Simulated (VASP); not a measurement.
# Ti2C (R-3m) in VASP: notebook

One crystal, Ti2C, is run at these levels: LDA; tasks: single point.

All numbers are computed with VASP 6.6.1; they aren't measurements. Logs are shortened: lines on timing, memory, paths and dates and some standing lists are left out, and cuts for length are marked.

**1. The structure**

The structure is trigonal, space group R-3m (No. 166). The conventional cell has a = 3.081 Å, b = 3.081 Å, c = 14.441 Å, α = 90.00°, β = 90.00°, γ = 120.00°. Ti (site symmetry 3m) has 3 C at 2.11 Å as nearest neighbours. Around C (site symmetry -3m) lie 6 Ti at 2.11 Å.

The cell comes from a database or a generator and needn't be the stable form of this composition.

**2. Single point, LDA**

The input, INCAR:

```
PREC = Accurate
ENCUT = 280
EDIFF = 1E-6
ISMEAR = -1
SIGMA = 0.15
LREAL = False
LASPH = True
NELM = 100
ALGO = Normal
ISIF = 2
LWAVE = False
LCHARG = False
NBANDS = 21
ADDGRID = False
```

The input, KPOINTS:

```
regular mesh
0
Gamma
  9 9 9
```

The input, POSCAR:

```
Ti2C
1.0
    1.5406981810      0.8895225095      4.8137698526
   -1.5406981810      0.8895225095      4.8137698526
    0.0000000000     -1.7790450191      4.8137698526
Ti C
2 1
Direct
    0.7545021700      0.7545021700      0.7545021700
    0.2454978300      0.2454978300      0.2454978300
    0.5000000000      0.5000000000      0.5000000000
```

Potentials or basis: VASP PAW LDA potentials, release 64 (Ti_sv, C).

Launch:

```sh
cat potpaw_LDA.64/Ti_sv/POTCAR potpaw_LDA.64/C/POTCAR > POTCAR
mpirun -np 1 vasp_std > vasp.out
```

OUTCAR:

```text
PREC = Accurate
   ENCUT = 280
   EDIFF = 1E-6
   ISMEAR = -1
   LREAL = False
   LASPH = True
   NELM = 100
   ISIF = 2

 Found     85 irreducible k-points:

 Following reciprocal coordinates:
            Coordinates               Weight
  0.000000  0.000000  0.000000      1.000000
  0.111111  0.000000 -0.000000      6.000000
  0.222222  0.000000 -0.000000      6.000000
  0.333333  0.000000 -0.000000      6.000000
  0.444444  0.000000 -0.000000      6.000000
  0.111111  0.111111 -0.000000      6.000000
   k-points           NKPTS =     85   k-points in BZ     NKDIM =     85   number of bands    NBANDS=     21
   number of dos      NEDOS =    301   number of ions     NIONS =      3
   total plane-waves  NPLWV =  21952
   dimension x,y,z NGX =    28 NGY =   28 NGZ =   28
   dimension x,y,z NGXF=    56 NGYF=   56 NGZF=   56
   ions per type =               2   1
   NGX,Y,Z   is equivalent  to a cutoff of   9.07,  9.07,  9.07 a.u.
   NGXF,Y,Z  is equivalent  to a cutoff of  18.14, 18.14, 18.14 a.u.
 SYSTEM =  unknown system
   PREC   = accura    normal or accurate (medium, high low for compatibility)
   ISTART =      0    job   : 0-new  1-cont  2-samecut
   ICHARG =      2    charge: 1-file 2-atom 10-const
   ISPIN  =      1    spin polarized calculation?
   LNONCOLLINEAR =      F non collinear calculations
   LSORBIT =      F    spin-orbit coupling
   LASPH  =      T    aspherical Exc in radial PAW
   ENCUT  =  280.0 eV  20.58 Ry    4.54 a.u.   7.00  7.00  7.00*2*pi/ulx,y,z
   NELM   =    100;   NELMIN=  2; NELMDL= -5     # of ELM steps
   EDIFF  = 0.1E-05   stopping-criterion for ELM
   LREAL  =      F    real-space projection
   EDIFFG = 0.1E-04   stopping-criterion for IOM
   NSW    =      0    number of steps for IOM
   IBRION =     -1    ionic relax: 0-MD 1-quasi-New 2-CG
   NFREE  =      0    steps in history (QN), initial steepest desc. (CG)
   ISIF   =      2    stress and relaxation
   ISYM   =      2    0-nonsym 1-usesym 2-fastsym
   POTIM  = 0.5000    time-step for ionic-motion
   TEBEG  =    0.0;   TEEND  =   0.0 temperature during run
   PSTRESS=    0.0 pullay stress
   NELECT =      28.0000    total number of electrons
   NUPDOWN=      -1.0000    fix difference up-down
   EMIN   =  10.00;   EMAX   =-10.00  energy-range for DOS
   EFERMI =   0.00;   METHOD = LEGACY
   ISMEAR =    -1;   SIGMA  =   0.15  broadening in eV -4-tet -1-fermi 0-gaus
   EFERMI_NEDOS =   21; number of points for ismear=-14 and -15
   IALGO  =     38    algorithm
   IMIX   =      4    mixing-type and parameters
     AMIX     =   0.40;   BMIX     =  1.00
     AMIX_MAG =   1.60;   BMIX_MAG =  1.00
  volume/ion in A,a.u.               =      13.19        89.04
  Fermi-wavevector in a.u.,A,eV,Ry     =   1.458670  2.756487 28.949376  2.127719
  Thomas-Fermi vector in A             =   2.575328
   LORBIT       =      0    0 simple, 1 ext, 2 COOP (PROOUT), +10 PAW based schemes
   GGA     = CA    functional components
   LHFCALC =     F    Hartree Fock is set to
   AEXX    =    0.0000 exact exchange contribution
   IVDW    =     0    specifies the selected vdW correction
   LEPSILON=     F    determine dielectric tensor
   LRPA    =     F    only Hartree local field effects (RPA)
 non-spin polarized calculation
  energy-cutoff  :      280.00
  volume of cell :       39.58
 maximum number of plane-waves:       434
   NGX = 13   NGY = 13   NGZ = 13

 number of electron      27.9999999 magnetization

 Free energy of the ion-electron system (eV)
  ---------------------------------------------------
  ext. energy  EPLUGINS =         0.00000000
  ---------------------------------------------------
  free energy    TOTEN  =       -29.36010411 eV

  energy without entropy =      -29.21385279  energy(sigma->0) =      -29.28697845

 E-fermi :   8.1300     XC(G=0): -12.1016

 val. band max:        8.1157537965   @ k =  -0.4444   0.2222   0.1111
 cond. band min:       8.1310271272   @ k =  -0.4444   0.4444   0.3333
 fundamental gap:      0.0152733306
 Fermi energy:         8.1299919653

 k-point     1 :       0.0000    0.0000    0.0000
  band No.  band energies     occupation
      1     -47.8449      2.00000
      2     -47.7368      2.00000
      3     -24.8303      2.00000
      4     -24.3083      2.00000
      5     -24.3083      2.00000
      6     -24.2487      2.00000
[... 13 lines left out ...]
     20      11.1443      0.00000
     21      12.2492      0.00000

 k-point     2 :       0.1111    0.0000   -0.0000
  band No.  band energies     occupation
      1     -47.8363      2.00000
      2     -47.7345      2.00000
      3     -24.8088      2.00000
      4     -24.3504      2.00000
      5     -24.3177      2.00000
      6     -24.2708      2.00000
[... 13 lines left out ...]
     20      11.2365      0.00000
     21      12.4580      0.00000

 k-point     3 :       0.2222    0.0000   -0.0000
  band No.  band energies     occupation
      1     -47.8132      2.00000
      2     -47.7297      2.00000
      3     -24.7507      2.00000
      4     -24.4532      2.00000
      5     -24.3723      2.00000
      6     -24.3420      2.00000
[... 13 lines left out ...]
     20      11.4729      0.00000
     21      13.0016      0.00000

 k-point     4 :       0.3333    0.0000   -0.0000
  band No.  band energies     occupation
      1     -47.7835      2.00000
      2     -47.7276      2.00000
      3     -24.6807      2.00000
      4     -24.5663      2.00000
      5     -24.4746      2.00000
      6     -24.3697      2.00000
[... 13 lines left out ...]
     20      11.5002      0.00000
     21      13.0893      0.00000

 k-point     5 :       0.4444    0.0000   -0.0000
  band No.  band energies     occupation
      1     -47.7575      2.00000
      2     -47.7329      2.00000
      3     -24.6687      2.00000
      4     -24.6202      2.00000
      5     -24.4924      2.00000
      6     -24.4066      2.00000
[... 13 lines left out ...]
     20      11.5619      0.00000
     21      12.0894      0.00000

 k-point     6 :       0.1111    0.1111   -0.0000
  band No.  band energies     occupation
      1     -47.8355      2.00000
      2     -47.7352      2.00000
      3     -24.8052      2.00000
      4     -24.3461      2.00000
      5     -24.3235      2.00000
      6     -24.2850      2.00000
[... 13 lines left out ...]
     20      11.2341      0.00000
     21      12.4642      0.00000

 [... further k-points ...]

------------------------ aborting loop because EDIFF is reached ----------------------------------------

  FORCE on cell =-STRESS in cart. coord.  units (eV):
  Direction    XX          YY          ZZ          XY          YZ          ZX
  --------------------------------------------------------------------------------------
  -------------------------------------------------------------------------------------
  Total       -3.7766093     -3.7766093     -3.4584962      0.0000000      0.0000000      0.0000000
  in kB     -152.8627104   -152.8627104   -139.9867076      0.0000000      0.0000000      0.0000000
  external PRESSURE =    -148.5707095 kB  Pullay stress =       0.0000000 kB

 VOLUME and BASIS-vectors are now :
 -----------------------------------------------------------------------------
  energy-cutoff  :      280.00
  volume of cell :       39.58
      direct lattice vectors                 reciprocal lattice vectors
     1.540698181  0.889522510  4.813769853     0.324528195  0.187366441  0.069245798
    -1.540698181  0.889522510  4.813769853    -0.324528195  0.187366441  0.069245798
     0.000000000 -1.779045019  4.813769853     0.000000000 -0.374732882  0.069245798

 POSITION                                       TOTAL-FORCE (eV/Angst)
 -----------------------------------------------------------------------------------
      0.00000     -0.00000     10.89600         0.000000     -0.000000      0.309396
      0.00000     -0.00000      3.54531         0.000000      0.000000     -0.309396
      0.00000     -0.00000      7.22065        -0.000000      0.000000      0.000000
 -----------------------------------------------------------------------------------
    total drift:                               -0.000000      0.000000     -0.000000

  FREE ENERGIE OF THE ION-ELECTRON SYSTEM (eV)
  ---------------------------------------------------
  free  energy   TOTEN  =       -29.3601041054 eV

  energy  without entropy=      -29.2138527887  energy(sigma->0) =      -29.28697845
```

It took 40 s on 1 thread of Intel Xeon Platinum 8488C (Sapphire Rapids), shared host; peak memory 0.15 GiB.

The run converged, but a check on its numbers failed (symmetry, net force, bounds or a known fault of this set-up), so they aren't taken as properties of the crystal.

Caveat: the cutoff lies under the usual one of these potentials, so the numbers hold a large basis-set error.

**3. Single point, LDA**

INCAR, as its differences from that of step 2:

```diff
@@ -1,3 +1,3 @@
 PREC = Accurate
-ENCUT = 280
+ENCUT = 650
 EDIFF = 1E-6
```

The input, KPOINTS:

```
regular mesh
0
Gamma
  6 6 6
```

POSCAR is that of step 2.

Potentials or basis: VASP PAW LDA potentials, release 64 (Ti_sv, C).

Launch:

```sh
cat potpaw_LDA.64/Ti_sv/POTCAR potpaw_LDA.64/C/POTCAR > POTCAR
mpirun -np 1 vasp_std > vasp.out
```

Run time: 82 s. Hardware: 1 thread of Intel Xeon Platinum 8488C (Sapphire Rapids), shared host; peak memory 0.26 GiB.

The run converged, but some of its settings lie outside the range that counts as converged, so its numbers aren't taken as properties of the crystal.

Results:

| Item | Value |
| --- | --- |
| Free energy | -29.3542 eV |
| Pressure | -8.4 GPa |
| Largest force | 0.323 eV/Å |
| Band gap on the k mesh | none (metal or under the smearing width) |

Caveat: the k mesh is coarse (spacing up to 0.40 Å⁻¹), so the values aren't converged.

**4. Single point, LDA**

INCAR, as its differences from that of step 3:

```diff
@@ -1,3 +1,3 @@
 PREC = Accurate
-ENCUT = 650
+ENCUT = 520
 EDIFF = 1E-6
```

The input, KPOINTS:

```
regular mesh
0
Gamma
  7 7 7
```

POSCAR is that of step 3.

Launch:

```sh
cat potpaw_LDA.64/Ti_sv/POTCAR potpaw_LDA.64/C/POTCAR > POTCAR
mpirun -np 1 vasp_std > vasp.out
```

It took 68 s on 1 thread of Intel Xeon Platinum 8488C (Sapphire Rapids), shared host; peak memory 0.2 GiB.

The run converged, but some of its settings lie outside the range that counts as converged, so its numbers aren't taken as properties of the crystal.

Results:

```
Free energy            : -29.3583 eV
Pressure               : -8.4 GPa
Largest force          : 0.325 eV/Å
Band gap on the k mesh : none (metal or under the smearing width)
```

**5. Single point, LDA**

INCAR, as its differences from that of step 4:

```diff
@@ -1,3 +1,3 @@
 PREC = Accurate
-ENCUT = 520
+ENCUT = 340
 EDIFF = 1E-6
```

The input, KPOINTS:

```
regular mesh
0
Gamma
  9 9 9
```

POSCAR is that of step 4.

Potentials or basis: VASP PAW LDA potentials, release 64 (Ti_sv, C).

Launch:

```sh
cat potpaw_LDA.64/Ti_sv/POTCAR potpaw_LDA.64/C/POTCAR > POTCAR
mpirun -np 1 vasp_std > vasp.out
```

OUTCAR:

```text
PREC = Accurate
   ENCUT = 340
   EDIFF = 1E-6
   ISMEAR = -1
   LREAL = False
   LASPH = True
   NELM = 100
   ISIF = 2

 Found     85 irreducible k-points:

 Following reciprocal coordinates:
            Coordinates               Weight
  0.000000  0.000000  0.000000      1.000000
  0.111111  0.000000 -0.000000      6.000000
  0.222222  0.000000 -0.000000      6.000000
  0.333333  0.000000 -0.000000      6.000000
  0.444444  0.000000 -0.000000      6.000000
  0.111111  0.111111 -0.000000      6.000000
   k-points           NKPTS =     85   k-points in BZ     NKDIM =     85   number of bands    NBANDS=     21
   number of dos      NEDOS =    301   number of ions     NIONS =      3
[... 221 lines left out ...]
  --------------------------------------------------------------------------------------
  -------------------------------------------------------------------------------------
  Total       -2.7806419     -2.7806419     -2.5134788      0.0000000      0.0000000     -0.0000000
  in kB     -112.5497574   -112.5497574   -101.7360146      0.0000000      0.0000000     -0.0000000
  external PRESSURE =    -108.9451764 kB  Pullay stress =       0.0000000 kB

 VOLUME and BASIS-vectors are now :
 -----------------------------------------------------------------------------
  energy-cutoff  :      340.00
  volume of cell :       39.58
      direct lattice vectors                 reciprocal lattice vectors
     1.540698181  0.889522510  4.813769853     0.324528195  0.187366441  0.069245798
    -1.540698181  0.889522510  4.813769853    -0.324528195  0.187366441  0.069245798
     0.000000000 -1.779045019  4.813769853     0.000000000 -0.374732882  0.069245798

 POSITION                                       TOTAL-FORCE (eV/Angst)
 -----------------------------------------------------------------------------------
      0.00000     -0.00000     10.89600         0.000000     -0.000000      0.305815
      0.00000     -0.00000      3.54531         0.000000      0.000000     -0.305815
      0.00000     -0.00000      7.22065         0.000000      0.000000      0.000000
 -----------------------------------------------------------------------------------
    total drift:                                0.000000      0.000000     -0.000000

  FREE ENERGIE OF THE ION-ELECTRON SYSTEM (eV)
  ---------------------------------------------------
  free  energy   TOTEN  =       -29.3487098746 eV

  energy  without entropy=      -29.2022849843  energy(sigma->0) =      -29.27549743
```

Run time: 36 s. Hardware: 1 thread of Intel Xeon Platinum 8488C (Sapphire Rapids), shared host; peak memory 0.17 GiB.

The run converged, but a check on its numbers failed (symmetry, net force, bounds or a known fault of this set-up), so they aren't taken as properties of the crystal.

Caveat: the cutoff lies under the usual one of these potentials, so the numbers hold a large basis-set error.

(Part 1 of 2 ends here.)
